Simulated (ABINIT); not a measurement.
NaCl: band structure with PW91

Crystal: NaCl.

```
CELL_PARAMETERS angstrom
0.00000 2.79406 2.79406
2.79406 0.00000 2.79406
2.79406 2.79406 0.00000
ATOMIC_POSITIONS crystal
Cl 0.50000 0.50000 0.50000
Na 0.00000 0.00000 0.00000
```

The cell is a database's computed one.

```yaml
Program: ABINIT 10.8.3 (patched build)
Task: band structure
Functional: PW91
Potentials_or_basis: JTH PAW PBE v2.0
Cutoff: 1225 eV
k_mesh: 8 × 8 × 8
Occupations: fermi-dirac, width 0.05 eV
Spin: no spin polarisation
Fine-grid_cutoff: 1836.77 eV
Exchange_and_correlation_inside_the_PAW_spheres: full angular mesh (pawxcdev 0, this build's default; the released program takes 1)
```

```json
{"Pressure": "1.6 GPa", "Band gap on the k mesh": "5.22 eV, direct", "Band gap along the path": "5.22 eV, direct", "Valence electrons inside the program's atomic spheres": "Cl 4.39; Na 7.62"}
```

Levels at the corners of the path, in eV from the valence-band top:
| point | band 5 | band 6 | band 7 | band 8 | band 9 | band 10 | band 11 | band 12 |
| --- | --- | --- | --- | --- | --- | --- | --- | --- |
| Γ | -12.72 | 0.00 | 0.00 | 0.00 | 5.22 | 11.13 | 11.13 | 11.13 |
| X | -12.30 | -1.73 | -0.62 | -0.62 | 7.61 | 8.08 | 11.52 | 15.03 |
| W | -12.28 | -1.24 | -1.24 | -0.78 | 8.94 | 9.77 | 9.77 | 11.45 |
| K | -12.29 | -1.47 | -1.16 | -0.52 | 8.29 | 9.12 | 10.68 | 12.84 |
| Γ | -12.72 | 0.00 | 0.00 | 0.00 | 5.22 | 11.13 | 11.13 | 11.13 |
| L | -12.35 | -2.00 | -0.27 | -0.27 | 7.30 | 10.88 | 10.96 | 10.96 |
| U | -12.29 | -1.47 | -1.16 | -0.52 | 8.29 | 9.12 | 10.68 | 12.84 |
| W | -12.28 | -1.24 | -1.24 | -0.78 | 8.94 | 9.77 | 9.77 | 11.45 |
| L | -12.35 | -2.00 | -0.27 | -0.27 | 7.30 | 10.88 | 10.96 | 10.96 |
| K | -12.29 | -1.47 | -1.16 | -0.52 | 8.29 | 9.12 | 10.68 | 12.84 |

Wall time 2.2 min on 1 thread of Arm Neoverse V1 (shared host), peak memory 0.22 GiB.

Caveat: the PAW data sets were made with another functional, which shifts forces and pressure a little. A hybrid or GW would open this gap; PW91 tends to underestimate it.
